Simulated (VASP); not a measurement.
BeTe:

```
Be Te
1.0
     0.00000    2.77000    2.77000
     2.77000    0.00000    2.77000
     2.77000    2.77000    0.00000
Be Te
1 1
Direct
  0.00000 0.00000 0.00000
  0.25000 0.25000 0.25000
```

- Program: VASP 6.6.1
- Task: relaxation of cell and atoms
- Functional: PBEsol
- Potentials or basis: VASP PAW PBE potentials, release 64 (Be, Te)
- Cutoff: 600 eV
- k mesh: 8 × 8 × 8
- Occupations: gaussian, width 0.03 eV
- Spin: no spin polarisation

At the start: pressure 2.5 GPa; volume 21.25 Å³/atom.

Q: Where does the relaxation end?

A: Over 3 steps the energy falls by 6.5 meV/atom and the volume is 22.10 Å³/atom (+4.0 %); space group F-43m (No. 216, to 0.05 Å).

The path:
```
step  energy change (eV)  largest force (eV/Å)  pressure (GPa)  volume (Å³)
   1              0.0000                0.0000            2.54        42.51
   2             -0.0122                0.0000           -0.55        44.61
   3             -0.0129                0.0000            0.00        44.19
```

Final structure:
```yaml
crystal:
  lattice:
    - [0.00000, 2.80614, 2.80614]
    - [2.80614, 0.00000, 2.80614]
    - [2.80614, 2.80614, 0.00000]
  atoms:
    - { symbol: Be, position: [0.00000, 0.00000, 0.00000] }
    - { symbol: Te, position: [0.25000, 0.25000, 0.25000] }
```

Caveat: the PAW data sets were made with another functional, which shifts forces and pressure a little.
